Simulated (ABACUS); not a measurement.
A run of ABACUS 3.10.1 is set up as follows.

Contents of INPUT:

```
INPUT_PARAMETERS
suffix              PtSe2
calculation         scf
basis_type          pw
pseudo_dir          ./
symmetry            1
dft_functional      pbe
ecutwfc             87
pseudo_rcut         10
nspin               1
nbands              30
ks_solver           dav
smearing_method     fd
smearing_sigma      0.00367493
scf_thr             1e-08
scf_nmax            100
mixing_type         broyden
mixing_beta         0.7
cal_force           1
cal_stress          1
kpar                4
```

The input STRU:

```
ATOMIC_SPECIES
Pt 195.0840 Pt.upf
Se 78.9710 Se.upf

LATTICE_CONSTANT
1.8897261246

LATTICE_VECTORS
3.7240000000 0.0000000000 0.0000000000
-1.8620000000 3.2250786037 0.0000000000
0.0000000000 0.0000000000 5.0620000000

ATOMIC_POSITIONS
Direct

Pt
0.0
1
0.0000000000 0.0000000000 0.0000000000 1 1 1

Se
0.0
2
0.6666666667 0.3333333333 0.7500000000 1 1 1
0.3333333333 0.6666666667 0.2500000000 1 1 1
```

File KPT:

```
K_POINTS
0
Gamma
8 8 5 0 0 0
```

Potentials or basis: PseudoDojo NC SR 0.4.1 PBE standard, plane waves.

Run with:

```console
$ OMP_NUM_THREADS=1 mpirun -np 4 abacus > log
```

Q: Predict the largest force.

A: 0.597 eV/Å.

Q: Predict the band gap on the k mesh.

A: None (metal or under the smearing width).

Q: What does it give for the pressure?

A: 7.2 GPa.

Stress tensor (GPa, compression positive):
```
7.88 0.00 0.00
0.00 7.88 0.00
0.00 0.00 5.94
```

Spin-orbit coupling is left out, which matters for the levels of Pt.
